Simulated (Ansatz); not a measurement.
**C: band structure with PBE**

C:

```
C
1.0
     2.52210    0.00000    0.00000
    -1.26105    2.18420    0.00000
     0.00000    0.00000   12.35570
C
12
Direct
  0.66667 0.33333 0.35417
  0.33333 0.66667 0.85417
  0.66667 0.33333 0.14583
  0.33333 0.66667 0.64583
  0.66667 0.33333 0.47917
  0.33333 0.66667 0.97917
  0.66667 0.33333 0.02083
  0.33333 0.66667 0.52083
  0.00000 0.00000 0.81250
  0.00000 0.00000 0.31250
  0.00000 0.00000 0.68750
  0.00000 0.00000 0.18750
```

This is a hexagonal form of diamond, not graphite.

| Property | Result |
| --- | --- |
| Program | Ansatz 0.2.0 |
| Task | band structure |
| Functional | PBE |
| Potentials or basis | SPMS NC |
| Cutoff | 1034 eV (not typed: the program's choice for these potentials) |
| k mesh | 12 × 12 × 3 |
| Occupations | fermi-dirac, width 0.05 eV |
| Spin | no spin polarisation |
| Path | [["G", "M", "K", "G", "A", "L", "H", "A"], ["L", "M"], ["K", "H"]] |
| Points for each segment of the path | 10 |

| Item | Value |
| --- | --- |
| Pressure | 2.6 GPa |
| Largest force | 0.330 eV/Å |
| Band gap on the k mesh | 4.43 eV, indirect (least direct gap 5.34 eV) |
| Band gap along the path | 4.42 eV, indirect (least direct gap 5.34 eV) |

Forces in eV/Å, atoms in the order of the input:
```
C    0.000  0.000  0.310
C    0.000  0.000  0.310
C    0.000  0.000 -0.310
C    0.000  0.000 -0.310
C    0.000  0.000 -0.027
C    0.000  0.000 -0.027
C    0.000  0.000  0.027
C    0.000  0.000  0.027
C    0.000  0.000  0.330
C    0.000  0.000  0.330
C    0.000  0.000 -0.330
C    0.000  0.000 -0.330
```

Stress tensor (GPa, compression positive):
```
-0.16  0.00  0.00
 0.00 -0.16  0.00
 0.00  0.00  8.02
```

Levels at the corners of the path, in eV from the valence-band top:
| point | band 22 | band 23 | band 24 | band 25 | band 26 | band 27 |
| --- | --- | --- | --- | --- | --- | --- |
| Γ | -0.15 | 0.00 | 0.00 | 5.34 | 5.34 | 5.70 |
| M | -4.07 | -3.64 | -2.90 | 4.59 | 5.16 | 5.32 |
| K | -4.80 | -4.56 | -4.56 | 5.66 | 5.66 | 6.32 |
| Γ | -0.15 | 0.00 | 0.00 | 5.34 | 5.34 | 5.70 |
| A | -0.33 | -0.33 | -0.33 | 5.73 | 5.73 | 5.73 |
| L | -3.77 | -3.25 | -3.25 | 4.76 | 4.76 | 5.95 |
| H | -5.33 | -4.78 | -4.78 | 5.89 | 5.89 | 7.18 |
| A | -0.33 | -0.33 | -0.33 | 5.73 | 5.73 | 5.73 |
| L | -3.77 | -3.25 | -3.25 | 4.76 | 4.76 | 5.95 |
| M | -4.07 | -3.64 | -2.90 | 4.59 | 5.16 | 5.32 |
| K | -4.80 | -4.56 | -4.56 | 5.66 | 5.66 | 6.32 |
| H | -5.33 | -4.78 | -4.78 | 5.89 | 5.89 | 7.18 |

It took 22 s on 4 threads of Arm Neoverse V1 (shared host), peak memory 1 GiB.

Caveat: the pressure holds a Pulay correction of +0.8 GPa for the finite cutoff.
